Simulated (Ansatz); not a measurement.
## AlAs under strain

Level of theory: DFT PBE, scalar-relativistic, plane waves, PAW in Ansatz 0.2.0. Settings: 420 eV cutoff, 8×8×6 k-mesh, Gaussian smearing of 0.02 eV, no spin polarisation.

Reference structure (relaxed):

```
Al As
1.0
     2.86396    2.86396    0.00000
    -2.86396    2.86396    0.00000
     0.00000    0.00000    5.72791
Al As
2 2
Direct
  0.00000 0.00000 0.00000
  0.50000 0.50000 0.50000
  0.50000 0.00000 0.25000
  0.00000 0.50000 0.75000
```

Deformation: all cell vectors scaled alike, the atoms relaxed, all within the symmetry that the strain leaves. Energies are extrapolated to zero smearing. Gaps are Kohn–Sham gaps over the whole zone.

```tsv
strain (%)	ΔE (meV/atom)	a (Å)	b (Å)	c (Å)	gap (eV)
-6.0	196.1	3.807	3.807	5.384	1.15
-4.0	81.6	3.888	3.888	5.499	1.28
-2.0	19.2	3.969	3.969	5.613	1.40
+0.0	0.0	4.050	4.050	5.728	1.50
+2.0	16.4	4.131	4.131	5.842	1.33
+4.0	61.9	4.212	4.212	5.957	0.91
+6.0	130.6	4.293	4.293	6.072	0.51
```

Task: What stiffness (1/V) d²E/dε² at zero strain does a cubic fit over all points give?

Result: A cubic fit gives (1/V) d²E/dε² = 620 GPa at zero strain (nine times the bulk modulus at fixed shape).

Task: How fast does the gap move with strain on either side?

Result: 52 meV per percent on the compressed side and -89 meV per percent on the stretched side.